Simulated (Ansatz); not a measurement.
# Te2Mo monolayer (2H): the cell at rest

Task: relax Te2Mo monolayer (2H) tightly.

Calculated with Ansatz 0.2.0; DFT PBEsol, scalar-relativistic, plane waves, PAW.

**1. Set-up**

The cell holds 3 atoms: 1 Mo and 2 Te. Its edges and angles: a = 3.530 Å, b = 3.530 Å, c = 20.000 Å, α = 90.0°, β = 90.0°, γ = 120.0°. Vacuum lies along c.

**2. A coarse first look**

First a cheap look: the gap decides the mesh and the occupations, the pressure tells how far the cell has to move.

The program solves this slab on a cell height of its own, 31.0 Å, in place of the one typed.

File input.yaml:

```yaml
crystal:
  lattice:
    - [3.53, 0.0, 0.0]
    - [-1.765, 3.05707, 0.0]
    - [0.0, 0.0, 20.0]
  atoms:
    - { symbol: Mo, position: [0.333333, 0.666667, 0.5] }
    - { symbol: Te, position: [0.666667, 0.333333, 0.59] }
    - { symbol: Te, position: [0.666667, 0.333333, 0.41] }
  periodic: [true, true, false]
kpoints:
  mp_grid: { grid: [6, 6, 1] }
hamiltonian:
  xc: pbesol
scf:
  occupations: { method: gaussian, width: 0.1 }
output:
  forces: true
  stress: true
  eigenvalues: true
```

Command:

```bash
$ ansatz run input.yaml --threads 8 --pin off --max-ram 14336MiB --backend cpu --events-out ev --progress --plain --runs-dir out
```

Numbers of over 12 decimals in the logs are rounded to 6 here.

The program printed:

```text
[...]
k-point 1: bands = [... 19 lower, -6.2969, -6.2582, -5.7555, -5.5129, -2.9485, -2.7294, -2.2166, -1.5441, ... 1 higher]
  k-point 2: bands = [... 19 lower, -6.9531, -6.3918, -5.9263, -5.6078, -3.4524, -3.1656, -2.2612, -1.2714, ... 1 higher]
  k-point 6: bands = [... 19 lower, -7.9086, -7.8722, -6.6719, -4.9504, -3.8341, -3.0604, -2.3631, -0.8169, ... 1 higher]
  ° read free of the cell's end (the report's vacuum.weakly_bound_levels)
[key lines of the parts left out:]
SCF converged after 8 iterations
Free energy (F): -18701.263998 eV
Fermi energy:    -4.392285 eV
P = ½ c Tr σ = -1.5064 N/m
```

Elapsed: 0.98 s, on 8 threads of Arm Neoverse V2, shared host; peak memory 0.69 GiB; 6 s of CPU time.

A gap read on the k-mesh alone can miss the band edges.

Numbers from this step:

- gap on the k-mesh: 1.116 eV
- direct gap on mesh: 1.116 eV
- area per atom: 3.597 Å²

The coarse mesh shows a gap of 1.12 eV.

**3. Bringing the structure to rest**

Harmonic phonons are second derivatives at a point where the forces vanish, and they are wanted at zero stress, so atoms and cell are relaxed first.

The program solves this slab on a cell height of its own, 31.0 Å, in place of the one typed.

input.yaml, the sections that differ from step 2:

```yaml
kpoints:
  mp_grid: { grid: [9, 9, 1] }
scf:
  occupations: { method: gaussian, width: 0.02 }
output:
  forces: true
  stress: true
  eigenvalues: true
  write_density: true
  write_potential: true
  elf: true
  volumetric_format: npy
relax:
  adjacent_minimum: "off"
  f_tol: 0.005
  max_steps: 80
  cell: { stress_2d_tol: 0.02 }
# crystal, hamiltonian: as in step 2
```

The program printed:

```text
[...]
Crystal: 3 atoms, lattice volume = 334.535 Å³
Basis set: ecut = 420 eV, 6481 PW (Γ), exchange–correlation on 48×48×432 points (8 copies of the dense FFT grid, shifted against one another)
Bands: 28, of which v1, the nominal top of the filled ones, is band 23 counted from 1 (22 counted from 0)
Symmetry: 12 space group operations
[...]
k-points: 12 of 81 (time reversal used)
[...]
SCF iter   1: F=—  HF=-18701.263314 eV  |F-HF|=—  |Δ(HF+E_count)|=         —  Δρ=2.68e-3  dr2=1.27e-2  ethr=1.77e-3  ⟨swp⟩=17.5  Hψ=2639  notcnv=0
[...]
SCF iter   9: F=-18701.265775 eV  HF=-18701.265775 eV  |F-HF|=1.53e-10  |Δ(HF+E_count)|=   1.42e-8  Δρ=9.04e-7  dr2=2.42e-9  ethr=3.08e-11  ⟨swp⟩=10.7  Hψ=2421  notcnv=0
SCF 1 converged in 9 iterations: F = -18701.265775 eV  dr2 = 2.42e-9
[...]
relax step   1: F+E_penalty+E_count = -18701.26577475 eV  Δ(F+E_penalty+E_count) = +0.000e0 eV  max|allowed force component| = 1.590e-1 eV/Å  Δτ_max = 0.0000 Å  P = -1.500 N/m  Ω = 334.535 Å³  fix = [c, alpha, beta]  reactions: c -0.000 N/m  (9 SCF iters, dr2 threshold 1.00e-7 eV, accepted)
Crystal: 3 atoms, lattice volume = 325.721 Å³
Basis set: ecut = 420 eV, 6361 PW (Γ), exchange–correlation on 48×48×432 points (8 copies of the dense FFT grid, shifted against one another)
[...]
iter 1 solved again at ethr=4.69e-5 eV; its pass at ethr=3.10e-3 eV (dr2=2.16e-2 eV) is discarded
[...]
SCF iter   7: F=-18701.266929 eV  HF=-18701.266929 eV  |F-HF|=6.76e-8  |Δ(HF+E_count)|=   7.86e-7  Δρ=4.77e-6  dr2=8.44e-8  ethr=6.52e-10  ⟨swp⟩=12.4  Hψ=3057  notcnv=0
SCF 2 converged in 7 iterations: F = -18701.266929 eV  dr2 = 8.44e-8
relax step   2: F+E_penalty+E_count = -18701.26692916 eV  Δ(F+E_penalty+E_count) = -1.154e-3 eV  max|allowed force component| = 3.778e-1 eV/Å  Δτ_max = 0.0194 Å  P = +1.032 N/m  Ω = 325.721 Å³  energy of the carried Pulay correction = +3.722e-4 eV  fix = [c, alpha, beta]  reactions: c +0.000 N/m  (7 SCF iters, dr2 threshold 3.00e-7 eV, accepted)
Crystal: 3 atoms, lattice volume = 324.975 Å³
Basis set: ecut = 420 eV, 6337 PW (Γ), exchange–correlation on 48×48×432 points (8 copies of the dense FFT grid, shifted against one another)
[...]
SCF iter   6: F=-18701.275501 eV  HF=-18701.275501 eV  |F-HF|=5.39e-8  |Δ(HF+E_count)|=   1.89e-8  Δρ=6.23e-6  dr2=2.39e-7  ethr=6.52e-10  ⟨swp⟩=16.8  Hψ=3776  notcnv=0
SCF 3 converged in 6 iterations: F = -18701.275501 eV  dr2 = 2.39e-7
relax step   3: F+E_penalty+E_count = -18701.27550137 eV  Δ(F+E_penalty+E_count) = -8.572e-3 eV  max|allowed force component| = 9.484e-2 eV/Å  Δτ_max = 0.0342 Å  P = +0.180 N/m  Ω = 324.975 Å³  energy of the carried Pulay correction = +4.042e-4 eV  fix = [c, alpha, beta]  reactions: c +0.000 N/m  (6 SCF iters, dr2 threshold 3.00e-7 eV, accepted)
[...]
relax step   4: F+E_penalty+E_count = -18701.27682606 eV  Δ(F+E_penalty+E_count) = -1.325e-3 eV  max|allowed force component| = 4.514e-3 eV/Å  Δτ_max = 0.0119 Å  P = -0.083 N/m  Ω = 327.603 Å³  energy of the carried Pulay correction = +2.919e-4 eV  fix = [c, alpha, beta]  reactions: c -0.000 N/m  (6 SCF iters, dr2 threshold 3.00e-7 eV, accepted)
[...]
relax step   5: F+E_penalty+E_count = -18701.27687895 eV  Δ(F+E_penalty+E_count) = -5.289e-5 eV  max|allowed force component| = 4.016e-4 eV/Å  Δτ_max = 0.0006 Å  P = +0.001 N/m  Ω = 327.162 Å³  energy of the carried Pulay correction = +3.107e-4 eV  fix = [c, alpha, beta]  reactions: c +0.000 N/m  (6 SCF iters, dr2 threshold 9.38e-9 eV, accepted)
[...]
SCF iter   7: F=-18701.276563 eV  HF=-18701.276563 eV  |F-HF|=1.31e-10  |Δ(HF+E_count)|=    0.00e0  Δρ=1.24e-8  dr2=5.88e-13  ethr=1.00e-12  ⟨swp⟩=11.2  Hψ=2147  notcnv=0
SCF 6 converged in 7 iterations: F = -18701.276563 eV  dr2 = 5.88e-13
relax step   6: F+E_penalty+E_count = -18701.27656310 eV  Δ(F+E_penalty+E_count) = +3.159e-4 eV  max|allowed force component| = 4.590e-4 eV/Å  Δτ_max = 0.0000 Å  P = +0.002 N/m  Ω = 327.162 Å³  fix = [c, alpha, beta]  reactions: c +0.000 N/m  stress off target by 1.90e-3 N/m on what of the cell is left free  SCF on the basis re-selected at this cell (its energy is not comparable with the rows above)  (7 SCF iters)
basis re-selected at this cell: Δ(F+E_penalty+E_count) = +3.159e-4 eV, ΔP = +0.000 N/m vs the last step (what re-selecting the basis moved, of the pressure what is left beyond the Pulay correction that the steps carried, after the strain that the cell walked since its last selection, with what the two solves' SCF thresholds leave and, on support functions, any second-order correction that the steps lacked; it is no m [...]
SCF converged after 7 iterations
Free energy (F): -18701.276563 eV
[...]
Internal energy: -18701.276563 eV  (E = F + TS)
E sigma→0 (E₀):  -18701.276563 eV
Fermi energy:    -4.324944 eV
[...]
--- Forces (eV/Å), atoms counted from 1 ---
  atom   1  Mo     0.00000000     0.00000000     0.00000000
  atom   2  Te    -0.00000000    -0.00000000     0.00045895
  atom   3  Te    -0.00000000    -0.00000000    -0.00045895
  max |Σ_I F_I| component: 2.78e-17 eV/Å
--- 2D stress c σ (N/m, compression-positive) ---
        0.001896       0.000000       0.000000
        0.000000       0.001896       0.000000
        0.000000       0.000000       0.000000
  P = ½ c Tr σ = 0.0019 N/m
--- Band table (eV; the first three rows and the last of 12) ---
  k-point 0: bands = [... 19 lower, -6.5580, -5.7535, -5.7535, -5.4938, -1.6538 (-1.6538°), -1.6538 (-1.6538°), -1.3569, -1.3569, ... 1 higher]
  k-point 1: bands = [... 19 lower, -6.4097, -5.9797, -5.6660, -5.5022, -2.3014, -2.2820, -1.7317 (-1.7317°), -1.5183, ... 1 higher]
  k-point 2: bands = [... 19 lower, -6.4678, -6.0108, -5.9743, -5.6877, -3.2907, -2.6776, -2.4605, -1.2865, ... 1 higher]
  k-point 11: bands = [... 19 lower, -7.9784, -7.8625, -6.7000, -4.9266, -3.7233, -3.0731, -2.2470, -0.6528, ... 1 higher]
  ° read free of the cell's end (the report's vacuum.weakly_bound_levels)
--- Relaxed structure (5 steps of the walk, 5 accepted, 1 SCFs on fresh bases) ---
  F+E_penalty+E_count = -18701.27656310 eV   max|allowed force component| = 4.590e-4 eV/Å   (the final SCF, on the basis selected at the relaxed cell)
  cell:  # Å, volume = 327.1624 Å³
    - [3.490885, 0, 0]
    - [-1.745442, 3.023195, 0]
    - [0, 0, 31.0]
  atoms:
    - { symbol: Mo, position: [0.333333, 0.666667, 0.322581] }
    - { symbol: Te, position: [0.666667, 0.333333, 0.380756] }
    - { symbol: Te, position: [0.666667, 0.333333, 0.264406] }
```

The job ended after 10 s (8 threads; peak memory 0.87 GiB).

Step by step:

```tsv
step	energy less that of the first step (eV)	largest force component (eV/Å)	volume (Å³)
1	0.0000	0.1590	334.54
2	-0.0012	0.3778	325.72
3	-0.0097	0.0948	324.98
4	-0.0111	0.0045	327.60
5	-0.0111	0.0004	327.16
6*	-0.0108	0.0005	327.16
```

Relaxation steps marked * repeat the geometry before them on a plane-wave basis chosen anew for their cell, so energy and pressure can jump there.

The run keeps the 12 symmetry operations that it works with, so distortions that break them were not tested.

```tsv
cell as run	before	after	change
a (Å)	3.530	3.491	-1.1 %
b (Å)	3.530	3.491	-1.1 %
```

The relaxed structure:

```xyz
3
Lattice="3.4909 0.0000 0.0000 -1.7454 3.0232 0.0000 0.0000 0.0000 31.0000" Properties=species:S:1:pos:R:3
Mo    0.0000    2.0155   10.0000
Te    1.7454    1.0077   11.8034
Te    1.7454    1.0077    8.1966
```

Numbers from this step:

```yaml
gap_on_the_k_mesh: 1.203 eV
direct_gap_on_mesh: 1.203 eV
area_per_atom: 3.518 Å²
```

Valence density in the ac plane at fractional y = 0.333, with atoms of Te within 0.2 Å of it. It is the smooth field of the valence electrons, not physical close to the nuclei.

Values in e/Å³, 24 rows by 14 columns, each cell a mean:
```
 0  0  0  0  0  0  0  0  0  0  0  0  0  0
 0  0  0  0  0  0  0  0  0  0  0  0  0  0
 0  0  0  0  0  0  0  0  0  0  0  0  0  0
 0  0  0  0  0  0  0  0  0  0  0  0  0  0
 0  0  0  0  0  0  0  0  0  0  0  0  0  0
 0  0  0  0  0  0  0  0  0  0  0  0  0  0
 0  0  0  0  0  0  0  0  0  0  0  0  0  0
 0  0  0  0  0  0  0  0  0  0  0  0  0  0
 0  0  0  0  0  0  0  0  0  0  0  0  0  0
 0  0  0  0  0  0  0  0  0  0  0  0  0  0
 0  0  0  0  0  0  0  0  0  0  0  0  0  0
 0  0  0  0  0  0  0  0  0  0  0  0  0  0
 0  0  0  0  0  0  0  0  0  0  0  0  0  0
 0  0  0  0  0  0  0  0  0  0  0  0  0  0
 0  0  0  0  0  0  1  3  7  9  8  4  2  1
 0  0  0  0  0  0  0  1  2  3  2  1  1  0
 0  0  0  0  0  0  0  0  0  0  0  0  0  0
 0  0  0  0  0  0  1  3  8 11  9  5  2  1
 0  0  0  0  0  0  0  0  1  1  1  0  0  0
 0  0  0  0  0  0  0  0  0  0  0  0  0  0
 0  0  0  0  0  0  0  0  0  0  0  0  0  0
 0  0  0  0  0  0  0  0  0  0  0  0  0  0
 0  0  0  0  0  0  0  0  0  0  0  0  0  0
 0  0  0  0  0  0  0  0  0  0  0  0  0  0
```
Columns run along a (3.5 Å), rows up along c (31.0 Å). Atoms in or near the plane, at fractional coordinates: Te at (0.67, 0.38), Te at (0.67, 0.26).

ELF in the ac plane at fractional y = 0.333, with atoms of Te within 0.2 Å of it. It is the smooth field of the valence electrons, not physical close to the nuclei.

Values, 24 rows by 14 columns, each cell a mean:
```
0.00 0.00 0.00 0.00 0.00 0.00 0.00 0.00 0.00 0.00 0.00 0.00 0.00 0.00
0.00 0.00 0.00 0.00 0.00 0.00 0.00 0.00 0.00 0.00 0.00 0.00 0.00 0.00
0.00 0.00 0.00 0.00 0.00 0.00 0.00 0.00 0.00 0.00 0.00 0.00 0.00 0.00
0.00 0.00 0.00 0.00 0.00 0.00 0.00 0.00 0.00 0.00 0.00 0.00 0.00 0.00
0.00 0.00 0.00 0.00 0.00 0.00 0.00 0.00 0.00 0.00 0.00 0.00 0.00 0.00
0.00 0.00 0.00 0.00 0.00 0.00 0.00 0.00 0.00 0.00 0.00 0.00 0.00 0.00
0.00 0.00 0.00 0.00 0.00 0.00 0.00 0.00 0.00 0.00 0.00 0.00 0.00 0.00
0.00 0.00 0.00 0.00 0.00 0.00 0.00 0.00 0.00 0.00 0.00 0.00 0.00 0.00
0.00 0.00 0.00 0.00 0.00 0.00 0.00 0.00 0.00 0.00 0.00 0.00 0.00 0.00
0.00 0.00 0.00 0.00 0.00 0.00 0.00 0.00 0.00 0.00 0.00 0.00 0.00 0.00
0.00 0.00 0.00 0.00 0.00 0.00 0.00 0.00 0.00 0.00 0.00 0.00 0.00 0.00
0.00 0.00 0.00 0.00 0.00 0.00 0.00 0.00 0.00 0.00 0.00 0.00 0.00 0.00
0.01 0.00 0.00 0.00 0.01 0.03 0.07 0.13 0.17 0.19 0.18 0.14 0.09 0.04
0.27 0.09 0.04 0.06 0.19 0.42 0.61 0.73 0.76 0.78 0.77 0.75 0.68 0.54
0.54 0.35 0.20 0.26 0.48 0.57 0.54 0.38 0.24 0.21 0.21 0.32 0.48 0.57
0.39 0.27 0.20 0.23 0.34 0.44 0.46 0.41 0.34 0.30 0.32 0.39 0.45 0.46
0.26 0.21 0.20 0.21 0.24 0.30 0.36 0.37 0.35 0.33 0.34 0.36 0.37 0.34
0.54 0.39 0.25 0.30 0.50 0.54 0.48 0.29 0.13 0.11 0.10 0.21 0.40 0.51
0.43 0.18 0.08 0.11 0.33 0.58 0.70 0.73 0.71 0.70 0.70 0.73 0.73 0.67
0.05 0.02 0.01 0.01 0.03 0.10 0.21 0.34 0.40 0.43 0.42 0.36 0.27 0.16
0.00 0.00 0.00 0.00 0.00 0.00 0.00 0.01 0.01 0.02 0.01 0.01 0.01 0.00
0.00 0.00 0.00 0.00 0.00 0.00 0.00 0.00 0.00 0.00 0.00 0.00 0.00 0.00
0.00 0.00 0.00 0.00 0.00 0.00 0.00 0.00 0.00 0.00 0.00 0.00 0.00 0.00
0.00 0.00 0.00 0.00 0.00 0.00 0.00 0.00 0.00 0.00 0.00 0.00 0.00 0.00
```
Columns run along a (3.5 Å), rows up along c (31.0 Å). Atoms in or near the plane, at fractional coordinates: Te at (0.67, 0.38), Te at (0.67, 0.26).

Electrostatic potential energy in the ac plane at fractional y = 0.333, with atoms of Te within 0.2 Å of it. With pseudopotentials it is smooth inside the atoms' cores, unlike the true potential.

Values in eV, 24 rows by 14 columns, each cell a mean:
```
  0   0   0   0   0   0   0   0   0   0   0   0   0   0
  0   0   0   0   0   0   0   0   0   0   0   0   0   0
  0   0   0   0   0   0   0   0   0   0   0   0   0   0
  0   0   0   0   0   0   0   0   0   0   0   0   0   0
  0   0   0   0   0   0   0   0   0   0   0   0   0   0
  0   0   0   0   0   0   0   0   0   0   0   0   0   0
  0   0   0   0   0   0   0   0   0   0   0   0   0   0
  0   0   0   0   0   0   0   0   0   0   0   0   0   0
  0   0   0   0   0   0   0   0   0   0   0   0   0   0
  0   0   0   0   0   0   0   0   0   0   0   0   0   0
  0   0   0   0   0   0   0   0   0   0   0   0   0   0
  0   0   0   0   0   0   0   0   0   0   0   0   0   0
  0   0   0   0   0   0   0   0   0   0   0   0   0   0
 -1  -1  -1  -1  -1  -1  -2  -3  -3  -4  -4  -3  -2  -1
 -7  -4  -3  -3  -6 -12 -17 -10  -7  -5  -6  -9 -15 -16
 -7  -7  -7  -7  -7  -9 -12 -12 -10  -9 -10 -11 -12 -10
 -8 -10 -12 -11  -9  -7  -7  -8  -9  -9  -9  -8  -7  -7
 -8  -4  -3  -4  -7 -14 -19 -10  -3  -2  -2  -7 -16 -18
 -2  -1  -1  -1  -2  -4  -6  -9  -9  -9  -9  -9  -8  -5
  0   0   0   0   0   0   0   0   0   0   0   0   0   0
  0   0   0   0   0   0   0   0   0   0   0   0   0   0
  0   0   0   0   0   0   0   0   0   0   0   0   0   0
  0   0   0   0   0   0   0   0   0   0   0   0   0   0
  0   0   0   0   0   0   0   0   0   0   0   0   0   0
```
Columns run along a (3.5 Å; values clipped at the 3rd and 97th percentile), rows up along c (31.0 Å). Atoms in or near the plane, at fractional coordinates: Te at (0.67, 0.38), Te at (0.67, 0.26).

[end of part 1 of 2]

[Logs are printed without paths, hosts, clocks, repeated set-up lines and the standing remarks that a program may print on its own settings, such as how far it seeks lower states.]

[Hosts, paths, dates, database ids (printed as entryN), source tags and the programs' standing remarks are cut or masked in the printed files.]
